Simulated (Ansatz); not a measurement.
# Ba: element swaps in one structure

Aim: put other elements on the sites of Ba (Ba → Co; Ba → Zn), relax each crystal within the symmetry of the start, and see how size, gap and stability follow.

Computed with Ansatz 0.2.0 (DFT PBE, scalar-relativistic, plane waves, PAW, unless a step's input says otherwise).

1 further run of the same task is left out (set aside as unsound or not needed).

## (1) The starting structure

Symmetry: I4/mmm, No. 139, tetragonal system. The conventional cell has a = 5.028 Å, b = 5.028 Å, c = 5.001 Å, α = 90.00°, β = 90.00°, γ = 90.00°. Ba (site symmetry 4/mmm) is surrounded by 8 Ba at 4.34 to 4.35 Å.

Structure file:

```
Ba
1.0
     3.55328   -2.50048    0.00000
     3.55328    2.50048    0.00000
     0.00000    0.00000    7.11354
Ba
2
Cartesian
  3.5533 -1.2494 1.7784
  3.5533 1.2494 5.3352
```

It goes back to an entry of the Materials Project, which need not be the stable form.

It is the result of an earlier relaxation at this level (volume 63.20 Å³/atom; gap on the mesh: none (metal)).

## (2) Swap Ba → Co

Co starts from the relaxed positions of Ba, with all lengths scaled by 0.690, a guess from tabulated radii. Atoms that may carry a moment start with parallel spins.

## (3) Quick check of gap, pressure and forces (Co)

Input file input.yaml:

```yaml
crystal:
  lattice:
    - [2.4526882437, -1.7259802144, 0.0]
    - [2.4526882437, 1.7259802144, 0.0]
    - [0.0, 0.0, 4.9101939246]
  atoms:
    - { symbol: Co, position: [0.749824002, 0.250175998, 0.25], spin: 3.0 }
    - { symbol: Co, position: [0.250175998, 0.749824002, 0.75], spin: 3.0 }
basis:
  ecutwfc: 420
kpoints:
  mp_grid: { grid: [6, 6, 4] }
hamiltonian:
  xc: pbe
scf:
  occupations: { method: gaussian, width: 0.1 }
  lower_state_search: "off"
output:
  forces: true
  stress: true
  eigenvalues: true
  populations: true
magnetization:
  spin_polarized: true
```

Further runs follow: a loose first relaxation (Co); relaxing cell and atoms (Co); a first look at the start (Zn); the relaxation (Zn); relaxation repeated from the new cell (Zn).

What does the calculation give? Wanted: Ba → Co; Ba → Zn.

As calculated:

| quantity | value |
| --- | --- |
| Ba → Co (Co) | 10.90 Å³/atom, gap none (metal) |
| Ba → Zn (Zn) | 15.17 Å³/atom, gap none (metal) |

The volume per atom runs from -82.8 % (Co) to -76.0 % (Zn) against the relaxed parent. Some of these crystals carry a moment and others none. All of them are metals at this level.
